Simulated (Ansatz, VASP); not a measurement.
**One calculation of LiF, two programs**

The input INCAR:

```
SYSTEM = LiF
PREC = Accurate
ENCUT = 520
EDIFF = 1E-6
ISMEAR = -1
SIGMA = 0.03
LREAL = .FALSE.
LASPH = .TRUE.
NELM = 80
ALGO = Normal
ISIF = 2
LWAVE = .FALSE.
LCHARG = .TRUE.
GGA = PE
LELF = .TRUE.
LVHAR = .TRUE.
NBANDS = 12
```

KPOINTS

```
regular mesh
0
G
  16 16 16
  0 0 0
```

POSCAR

```
LiF
1.0
    0.0000000000      2.1530675187      2.1530675187
    2.1530675187      0.0000000000      2.1530675187
    2.1530675187      2.1530675187      0.0000000000
Li F
1 1
Direct
    0.0000000000      0.0000000000      0.0000000000
    0.2500000000      0.2500000000      0.2500000000
```

Input for Ansatz:

```yaml
crystal:
  lattice:
    - [0.0, 2.1530675187, 2.1530675187]
    - [2.1530675187, 0.0, 2.1530675187]
    - [2.1530675187, 2.1530675187, 0.0]
  atoms:
    - { symbol: Li, position: [0.0, 0.0, 0.0] }
    - { symbol: F, position: [0.25, 0.25, 0.25] }
kpoints:
  mp_grid: { grid: [16, 16, 16] }
scf:
  occupations: { method: fermi_dirac, width: 0.03 }
hamiltonian:
  xc: pbe
  pseudopotentials: { kind: all_electron, lapw: { basis_error: 0.0005 } }
output:
  forces: true
  stress: true
  eigenvalues: true
```

Change from the starting cell: volume scaled by 0.96.

Alike in both runs: task single point; functional PBE; k mesh 16 × 16 × 16; occupations fermi-dirac, width 0.03 eV; no spin polarisation.

|  | VASP | Ansatz |
| --- | --- | --- |
| version | VASP 6.6.1 | Ansatz 0.2.0 |
| potentials or method | VASP PAW PBE potentials, release 64 (Li_sv, F) | all-electron LAPW, scalar-relativistic |
| plane-wave cutoff (eV) | 520 | see its input |

|  | VASP | Ansatz | Ansatz less VASP |
| --- | --- | --- | --- |
| gap on the k mesh at the Fermi level (eV) | 7.85 | 7.85 | +0.001 |

Ansatz ran all-electron here, so the differences hold the error of VASP's frozen core and of both bases.

 A k mesh can miss the band edges.
